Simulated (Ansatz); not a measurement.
AgBr:

```
CELL_PARAMETERS angstrom
0.00000 2.87015 2.87015
2.87015 0.00000 2.87015
2.87015 2.87015 0.00000
ATOMIC_POSITIONS crystal
Ag 0.00000 0.00000 0.00000
Br 0.50000 0.50000 0.50000
```

Program: Ansatz 0.2.0. Alike in all runs: potentials or basis all-electron LAPW, scalar-relativistic; no spin polarisation; cell as given; cutoff (eV) 214; smearing fermi-dirac 0.05 eV; basis error allowed 0.001 eV/atom.

Q: Order these runs on this cell by their band gap on the k mesh, lowest first.
A. level PBEsol+U; U Ag d U = 2 eV; k mesh 8 × 8 × 8
B. level PBEsol+U; U Ag d U = 4 eV; k mesh 8 × 8 × 8
C. level PBEsol; k mesh 6 × 6 × 6
D. level PBEsol+U; U Ag d U = 8 eV; k mesh 8 × 8 × 8

A: C (0.50 eV), A (0.84 eV), B (1.10 eV), D (1.45 eV).

Caveats: U is the effective U less J, on atomic orbitals that reach past the spheres (some runs).

A k mesh can miss the band edges.
